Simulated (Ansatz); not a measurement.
A (101) slab of TaN (P-6m2 (No. 187)), 12 planes, outer planes Ta (top) and N (bottom), with 12 atoms (Ta6N6) in a surface cell of A = 11.193 Å², as cut from the bulk:

```
CELL_PARAMETERS angstrom
2.92399 0.00000 0.00000
-1.46199 3.82797 0.00000
0.00000 0.00000 26.07762
ATOMIC_POSITIONS crystal
N 0.71880 0.43760 0.28760
Ta 0.15113 0.30226 0.34829
N 0.43760 0.87520 0.36042
Ta 0.86993 0.73986 0.42111
N 0.15640 0.31279 0.43325
Ta 0.58873 0.17746 0.49393
N 0.87520 0.75039 0.50607
Ta 0.30753 0.61506 0.56675
N 0.59400 0.18799 0.57889
Ta 0.02633 0.05266 0.63958
N 0.31279 0.62559 0.65171
Ta 0.74513 0.49025 0.71240
```

The calculation used DFT PBEsol, scalar-relativistic, plane waves, PAW (Ansatz 0.2.0). Plane waves to 420 eV, a k mesh through Γ of 13×9×1 on the computed 12-atom cell and Gaussian smearing (0.10 eV); no spin polarisation. The cell repeats along c with a dipole correction in the vacuum.

Against the same 12 atoms in the bulk, the slab as cut lies 9.160 eV higher and the relaxed slab 6.845 eV higher.

(1) Work out the surface energy before and after relaxation.

(2) What is the ideal work of this cut, per area?

## Answers

(1) The slab has two faces, so γ = (E_slab − N·E_bulk)/(2A), the mean of both. As cut: 9.160/(2 × 11.193) = 0.4092 eV/Å², and 1 eV/Å² = 16.02 J/m², so γ = 6.56 J/m². Relaxed: 6.845/(2 × 11.193) = 0.3058 eV/Å² = 4.90 J/m². Relaxation recovers 25 % of the cost of cutting.

(2) Griffith's ideal work is 2γ: 13.11 J/m² if the new faces stay rigid, 9.80 J/m² if they relax. Other cuts parallel to this plane can cost less. One thickness was run, 12 planes, so γ can still shift with it.

The reference crystal is a form of TaN, which isn't its usual structure.